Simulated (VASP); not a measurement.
Here is a VASP 6.6.1 calculation.

INCAR

```
SYSTEM = Cu2O
ALGO = Normal
EDIFF = 1E-6
EDIFFG = -0.01
ENCUT = 600
IBRION = 2
ISIF = 3
ISMEAR = -1
LASPH = .TRUE.
LCHARG = .FALSE.
LREAL = .FALSE.
LWAVE = .FALSE.
NELM = 80
NSW = 60
PREC = Accurate
SIGMA = 0.05
```

File KPOINTS:

```
k-points
0
G
  8 8 8
  0 0 0
```

POSCAR

```
Cu2O
1.0
    4.2600000000      0.0000000000      0.0000000000
    0.0000000000      4.2600000000      0.0000000000
    0.0000000000      0.0000000000      4.2600000000
Cu O
4 2
Direct
    0.2500000000      0.2500000000      0.2500000000
    0.2500000000      0.7500000000      0.7500000000
    0.7500000000      0.7500000000      0.2500000000
    0.7500000000      0.2500000000      0.7500000000
    0.0000000000      0.0000000000      0.0000000000
    0.5000000000      0.5000000000      0.5000000000
```

Potentials or basis: VASP PAW LDA potentials, release 64 (Cu, O).

Launch:

```bash
$ cat potpaw_LDA.64/Cu/POTCAR potpaw_LDA.64/O/POTCAR > POTCAR
$ mpirun -np 1 vasp_std > vasp.out
```

Task: Estimate the space group after relaxing (to 0.05 Å).

Result: Pn-3m (No. 224).

Task: What does it give for the relaxed volume?

Result: 12.15 Å³/atom.

Final structure:
```
CELL_PARAMETERS angstrom
4.17719 0.00000 0.00000
0.00000 4.17719 0.00000
0.00000 0.00000 4.17719
ATOMIC_POSITIONS crystal
Cu 0.25000 0.25000 0.25000
Cu 0.25000 0.75000 0.75000
Cu 0.75000 0.75000 0.25000
Cu 0.75000 0.25000 0.75000
O 0.00000 0.00000 0.00000
O 0.50000 0.50000 0.50000
```

LDA usually gives volumes a few per cent too small. Zero-point motion and thermal expansion aren't in these numbers.
